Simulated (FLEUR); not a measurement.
# Sn (Fd-3m) in FLEUR: notebook, part 2 of 2

FLEUR MaX-R8.1 (later development tree). Earlier steps stand in the parts before.

### Step 5. Equation of state, PBE, 33.80 Å³/atom

The input, inp.xml:

```xml
<?xml version="1.0" encoding="UTF-8" standalone="no"?>
<fleurInput fleurInputVersion="0.39">
   <comment>
      Sn                                                                                                  
   </comment>
   <calculationSetup>
      <cutoffs Kmax="4.0" Gmax="20.0" GmaxXC="20.0" numbands="0"/>
      <scfLoop itmax="60" minDistance="0.00001" maxIterBroyd="15" imix="Anderson" alpha="0.05" precondParam="0.0" spinf="2.0" sdNocoIR="T"/>
      <coreElectrons ctail="T" frcor="F" kcrel="0" coretail_lmax="0"/>
      <xcFunctional name="pbe" relativisticCorrections="F"/>
      <magnetism jspins="1"/>
      <soc l_soc="F" theta="0.0" phi="0.0" spav="F"/>
      <expertModes spex="0" secvar="F"/>
      <geometryOptimization l_f="F" forcealpha="1.0" forcemix="BFGS" epsdisp="0.00001" epsforce="0.00001"/>
      <ldaU l_linMix="F" mixParam="0.05" spinf="1.0"/>
   </calculationSetup>
   <cell>
      <bzIntegration valenceElectrons="44.0" mode="hist" fermiSmearingEnergy="0.00183747">
         <kPointListSelection listName="default-1"/>
         <!-- k-points included here -->
         <xi:include xmlns:xi="http://www.w3.org/2001/XInclude" href="kpts.xml"> </xi:include>
      </bzIntegration>
      <!-- symmetry operations included here -->
      <xi:include xmlns:xi="http://www.w3.org/2001/XInclude" href="sym.xml"> </xi:include>
      <bulkLattice scale="1.0000000000">
         <bravaisMatrix>
            <row-1>    0.0000000000000000     6.1101323589473129     6.1101323589473129</row-1>
            <row-2>    6.1101323589473129     0.0000000000000000     6.1101323589473129</row-2>
            <row-3>    6.1101323589473129     6.1101323589473129     0.0000000000000000</row-3>
         </bravaisMatrix>
      </bulkLattice>
   </cell>
   <atomSpecies>
      <species name="Tin (Sn)" element="Sn" atomicNumber="50">
         <mtSphere radius="2.38" gridPoints="811" logIncrement="0.016"/>
         <atomicCutoffs lmax="7" lnonsphr="5"/>
         <electronConfig flipSpins="F">
            <coreConfig>(1s1/2) (2s1/2) (2p1/2) (2p3/2) (3s1/2) (3p1/2) (3p3/2) (3d3/2) (3d5/2)</coreConfig>
            <valenceConfig>(4s1/2) (4p1/2) (4p3/2) (5s1/2) (4d3/2) (4d5/2) (5p1/2) (5p3/2)</valenceConfig>
            <stateOccupation state="(5p1/2)" spinUp="0.333333" spinDown="0.333333"/>
            <stateOccupation state="(5p3/2)" spinUp="0.666667" spinDown="0.666667"/>
         </electronConfig>
         <energyParameters s="5" p="5" d="4" f="4"/>
         <lo type="SCLO" l="0" n="4" eDeriv="0"/>
         <lo type="SCLO" l="1" n="4" eDeriv="0"/>
         <lo type="SCLO" l="1" n="4" eDeriv="1"/>
         <lo type="SCLO" l="2" n="4" eDeriv="2"/>
         <lo type="SCLO" l="3" n="4" eDeriv="2"/>
      </species>
   </atomSpecies>
   <atomGroups>
      <atomGroup species="Tin (Sn)">
         <relPos label="                   1">-3.000/8.000 -3.000/8.000 -3.000/8.000</relPos>
         <relPos label="                   2">3.000/8.000 3.000/8.000 3.000/8.000</relPos>
         <force calculate="T" relaxXYZ="TTT"/>
      </atomGroup>
   </atomGroups>
   <output dos="F" band="F" slice="F">
      <checks vchk="F" cdinf="F"/>
      <bandDOS minEnergy="-.5*Htr" maxEnergy="0.5*Htr" sigma="0.015" storeEVData="T"/>
      <vacuumDOS vacdos="F" integ="F" star="F" nstars="0" locx1="0.0" locy1="0.0" locx2="0.0" locy2="0.0" nstm="0" tworkf="0.0"/>
      <unfoldingBand unfoldBand="F" supercellX="1" supercellY="1" supercellZ="1"/>
      <plotting iplot="0" polar="F">
         <plot TwoD="T" vec1="  1.0  0.0  0.0" vec2="  0.0  1.0  0.0" vec3="  0.0  0.0  1.0" zero="  0.0  0.0  0.0" file="plot"/>
      </plotting>
      <chargeDensitySlicing numkpt="0" minEigenval="0.0" maxEigenval="0.0" nnne="0" pallst="F"/>
      <specialOutput eonly="F"/>
      <moessbauerParams electricFieldGradient="T" isomerShift="T" coreHyperfine="T" valenceHyperfine="T"/>
      <magneticCircularDichroism mcd="F" energyLo="-10.0" energyUp="0.0"/>
   </output>
  <!-- We include the file relax.xml here to enable relaxations (see documentation) -->
  <xi:include xmlns:xi="http://www.w3.org/2001/XInclude" href="relax.xml"> <xi:fallback/> </xi:include>
</fleurInput>
```

On the command line:

```
> inpgen -f crystal.txt -profile fast
> # inp.xml edited to the form shown
> fleur_MPI
```

Wall time 32 s (1 thread of Arm Neoverse V1, shared host); peak memory 0.11 GiB.

It converged, with:

```
Free energy                                           : -336282.9538 eV
Band gap on the k mesh                                : none (metal or under the smearing width)
Valence electrons inside the program's atomic spheres : Sn 19.66 (radii Sn 2.38 bohr)
```

### Step 6. Equation of state, PBE, 35.16 Å³/atom (volume scaled by 1.04)

inp.xml, as its differences from that of step 5:

```diff
@@ -24,3 +24,3 @@
       <xi:include xmlns:xi="http://www.w3.org/2001/XInclude" href="sym.xml"> </xi:include>
-      <bulkLattice scale="1.0000000000">
+      <bulkLattice scale="1.0131594038">
          <bravaisMatrix>
```

Potentials or basis: all-electron, FLAPW.

On the command line:

```
> inpgen -f crystal.txt -profile fast
> # inp.xml edited to the form shown
> fleur_MPI
```

Wall time 33 s (1 thread of Arm Neoverse V1, shared host); peak memory 0.11 GiB.

Results (log left out):

```
Free energy                                           : -336283.0017 eV
Band gap on the k mesh                                : none (metal or under the smearing width)
Valence electrons inside the program's atomic spheres : Sn 19.63 (radii Sn 2.38 bohr)
```

### Step 7. Equation of state, PBE, 35.83 Å³/atom (volume scaled by 1.06)

inp.xml, as its differences from that of step 6:

```diff
@@ -24,3 +24,3 @@
       <xi:include xmlns:xi="http://www.w3.org/2001/XInclude" href="sym.xml"> </xi:include>
-      <bulkLattice scale="1.0131594038">
+      <bulkLattice scale="1.0196128224">
          <bravaisMatrix>
```

On the command line:

```
> inpgen -f crystal.txt -profile fast
> # inp.xml edited to the form shown
> fleur_MPI
```

Wall time 37 s (1 thread of Arm Neoverse V1, shared host); peak memory 0.12 GiB.

It converged, with:

| Property | Result |
| --- | --- |
| Free energy | -336283.0143 eV |
| Band gap on the k mesh | none (metal or under the smearing width) |
| Valence electrons inside the program's atomic spheres | Sn 19.62 (radii Sn 2.38 bohr) |

### Step 8. Equation of state, PBE

No new run: the results of the series are fitted here.

What came out:

```yaml
Equilibrium_volume: "36.73 Å³/atom (rough: see the caveat)"
Bulk_modulus: 40 GPa (rough)
```

Energy against volume, from the lowest point:
| volume (Å³/atom) | energy (meV/atom) |
| --- | --- |
| 31.775 | 101.92 |
| 32.451 | 72.85 |
| 33.803 | 30.26 |
| 35.155 | 6.29 |
| 35.831 | 0.00 |

Caveat: small basis for a fit; the minimum lies outside the volumes run.
